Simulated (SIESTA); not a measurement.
Crystal: TiAl.

```
Ti Al
1.0
     2.86726    0.00000    0.00000
    -1.43363    2.48312    0.00000
     0.00000    0.00000    4.67808
Ti Al
1 1
Direct
  0.00000 0.00000 0.00000
  0.33333 0.66667 0.50000
```

The cell comes from a database or a generator and needn't be the stable form of this composition.

* Program: SIESTA 5.4.2
* Task: single point
* Functional: PBEsol
* Potentials or basis: PseudoDojo 0.4 standard (PBEsol files)
* Basis: DZP (energy shift 0.003 Ry; two zetas on semicore shells)
* Grid cutoff: 800 Ry
* Energy shift: 0.003 Ry
* k mesh: 11 × 11 × 6
* Occupations: fermi-dirac, width 0.05 eV
* Spin: no spin polarisation

On this cell: pressure -2.4 GPa; largest force under 0.003 eV/Å; band gap on the k mesh none (metal or under the smearing width).

The same run follows on a disturbed copy (atoms moved at random, drawn with an rms of 0.05 Å):

```
Ti Al
1.0
     2.86726    0.00000    0.00000
    -1.43363    2.48312    0.00000
     0.00000    0.00000    4.67808
Ti Al
1 1
Direct
  0.99025 0.00486 0.01131
  0.34812 0.66269 0.51633
```

What changes?

The energy (extrapolated to zero smearing) moves by +4.5 meV/atom; pressure -2.3 GPa; largest force 0.231 eV/Å; band gap on the k mesh none (metal or under the smearing width).

Forces in eV/Å, atoms in the order of the input:
```
Ti   0.157 -0.028  0.167
Al  -0.158  0.028 -0.167
```

Stress tensor (GPa, compression positive):
```
-2.23  1.39  0.07
 1.39 -1.42 -0.01
 0.07 -0.01 -3.31
```

Caveats: the basis of atomic orbitals isn't converged, which shifts pressures, moduli and gaps.
